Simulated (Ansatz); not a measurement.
Crystal: NaCl.

```
CELL_PARAMETERS angstrom
3.50219 0.00000 0.00000
0.00000 3.50219 0.00000
0.00000 0.00000 3.50219
ATOMIC_POSITIONS crystal
Cl 0.50000 0.50000 0.50000
Na 0.00000 0.00000 0.00000
```

Measurements of this composition are mostly on another form, of space group No. 225.

| Item | Value |
| --- | --- |
| Program | Ansatz 0.2.0 |
| Task | relaxation of cell and atoms |
| Functional | PBEsol |
| Potentials or basis | all-electron LAPW, scalar-relativistic |
| Basis error allowed | 0.001 eV/atom |
| k mesh | 8 × 8 × 8 |
| Occupations | fermi-dirac, width 0.05 eV |
| Spin | no spin polarisation |

At the start: volume 21.48 Å³/atom.

Task: How do energy, volume and symmetry change on relaxing?

Result: Over 5 steps the energy falls by 4.0 meV/atom and the volume is 20.48 Å³/atom (-4.6 %); space group Pm-3m (No. 221, to 0.05 Å).

The path:
```tsv
step	energy change (eV)	largest force (eV/Å)	volume (Å³)
1	0.0000	0.0000	42.96
2	-0.0064	0.0000	41.81
3	-0.0079	0.0000	40.88
4	-0.0079	0.0000	40.96
5	-0.0080	0.0000	40.96
```

Final structure:
```
Cl Na
1.0
     3.44715    0.00000    0.00000
     0.00000    3.44715    0.00000
     0.00000    0.00000    3.44715
Cl Na
1 1
Cartesian
  1.7236 1.7236 1.7236
  0.0000 0.0000 0.0000
```
